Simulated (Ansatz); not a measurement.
Base system: RuO2 in the rutile structure (space group P4_2/mnm, No. 136; a = 4.523 Å, c = 3.119 Å).

All numbers come from PBE, PAW, 420 eV (Ansatz, a quantum-chemistry and plane-wave program; scalar-relativistic without spin-orbit coupling).

For the base:

The band gap is zero. The pressure comes out as 0.0 GPa.

Now apply this change: an isotropic linear strain of +1.26 %, atoms relaxed at fixed cell.

Q: How does this affect the energy relative to the base, band gap and pressure?

A: The energy increases by 12 meV/atom; the band gap is still zero; the pressure (mean of the normal stresses, compression positive) goes from zero to -8.9 GPa.

No phonon test of stability was made. No Hubbard U is applied, and correlation can decide whether such a compound is a metal. All final runs are without spin polarisation.
